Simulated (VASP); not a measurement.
# W: relaxation of cell and atoms with PBE

W:

```
W
1.0
    -1.58234    1.58234    1.58234
     1.58234   -1.58234    1.58234
     1.58234    1.58234   -1.58234
W
1
Cartesian
  0.0000 0.0000 0.0000
```

```json
{
  "Program": "VASP 6.6.1",
  "Task": "relaxation of cell and atoms",
  "Functional": "PBE",
  "Potentials or basis": "VASP PAW PBE potentials, release 64 (W_sv)",
  "Cutoff": "520 eV",
  "k mesh": "12 × 12 × 12",
  "Occupations": "gaussian, width 0.1 eV",
  "Spin": "no spin polarisation",
  "Further INCAR settings": "ALGO = Normal; EDIFF = 1e-07; IBRION = 2; EDIFFG = -0.002; NSW = 80; ISIF = 3"
}
```

```yaml
Relaxed_volume: 16.18 Å³/atom
Relaxed_cell: a = 2.760 Å, b = 2.760 Å, c = 2.760 Å, α = 109.47°, β = 109.47°, γ = 109.47°
Space_group_after_relaxing_to_0.05_Å: Im-3m (No. 229)
Energy_gained_by_relaxing: 6.5 meV/atom
Ionic_steps: 4
Pressure_after_relaxing: 0.0 GPa
Band_gap_on_the_k_mesh: none (metal or under the smearing width)
```

Step by step:
```
step  energy change (eV)  largest force (eV/Å)  pressure (GPa)  volume (Å³)
   1              0.0000                0.0000            6.46        15.85
   2              0.0664                0.0000          -18.57        17.36
   3             -0.0065                0.0000           -0.17        16.19
   4             -0.0065                0.0000           -0.01        16.18
```

Final structure:
```
W
1.0
    -1.59321    1.59321    1.59321
     1.59321   -1.59321    1.59321
     1.59321    1.59321   -1.59321
W
1
Cartesian
  0.0000 0.0000 0.0000
```

Levels at points of the mesh, in eV from the Fermi level:
| k point | band 5 | band 6 | band 7 | band 8 | band 9 | band 10 |
| --- | --- | --- | --- | --- | --- | --- |
| (0.00, 0.00, 0.00) | -9.42 | -1.09 | -1.09 | -1.09 | 2.32 | 2.32 |
| (0.50, 0.00, 0.00) | -6.04 | -3.37 | 0.72 | 2.20 | 3.15 | 6.07 |
| (0.50, 0.50, 0.50) | -5.57 | -5.57 | 5.12 | 5.12 | 5.12 | 8.19 |

Run time: 21 s on 1 thread of Intel(R) Xeon(R) Platinum 8488C (Sapphire Rapids) (shared host), peak memory 0.14 GiB.

The run has no spin-orbit coupling, so splittings on W are missing. Zero-point motion and thermal expansion aren't in these numbers.
